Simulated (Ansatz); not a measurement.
GaAgSe$_{2}$: levels and charges under dearer methods

A database entry relaxed whole under r2SCAN at zero pressure (I-42d, No. 122):

```yaml
crystal:
  lattice:
    - [-3.00899, 3.00899, 5.49353]
    - [3.00899, -3.00899, 5.49353]
    - [3.00899, 3.00899, -5.49353]
  atoms:
    - { symbol: Ga, position: [0.50000, 0.50000, 0.00000] }
    - { symbol: Ga, position: [0.25000, 0.75000, 0.50000] }
    - { symbol: Ag, position: [0.00000, 0.00000, 0.00000] }
    - { symbol: Ag, position: [0.75000, 0.25000, 0.50000] }
    - { symbol: Se, position: [0.37500, 0.40733, 0.53233] }
    - { symbol: Se, position: [0.59267, 0.12500, 0.96767] }
    - { symbol: Se, position: [0.87500, 0.84267, 0.46767] }
    - { symbol: Se, position: [0.15733, 0.62500, 0.03233] }
```

Its volume is 24.87 Å³ an atom, +1.8 % against the entry's 24.42, a cell as deposited in COD (1987).

Single points on this cell with plane-wave PAW DFT (Ansatz 0.2.0; r2SCAN 500 eV, hybrids 420 eV; fermi-dirac occupations of width 0.020 eV; no moments): r2SCAN on a 8×8×8 Γ-centred mesh; HSE06 on a 4×4×4 Γ-centred mesh; PBE0 on a 4×4×4 Γ-centred mesh.

What does each level give for gap and charges?

The runs give:

```csv
level,"gap (eV), or kind",pressure (GPa),Bader charge of Ga (e),Bader charge of Ag (e),Bader charge of Se (e)
r2SCAN,0.84,0.0,+1.10,+0.35,-0.72
HSE06,1.40,0.5,+1.14,+0.33,-0.74
PBE0,2.01,0.4,+1.15,+0.33,-0.74
```

Under r2SCAN the gap is 0.84 eV, over mesh and band path. HSE06 moves it by +0.56 eV and PBE0 by +1.17 eV; PBE0 keeps its exact exchange at long range, which widens the gap over HSE06's by 0.61 eV on their common mesh. The charge on Ga goes from +1.10 to +1.14 e under HSE06.

Caveats: the relaxation kept the start's symmetry; HSE06 is read on its mesh and at the zone's corners, PBE0 on its mesh alone; hybrid pressures are good to a few tenths of a GPa; no spin-orbit coupling, which narrows gaps of heavier elements; pressure is positive in compression.
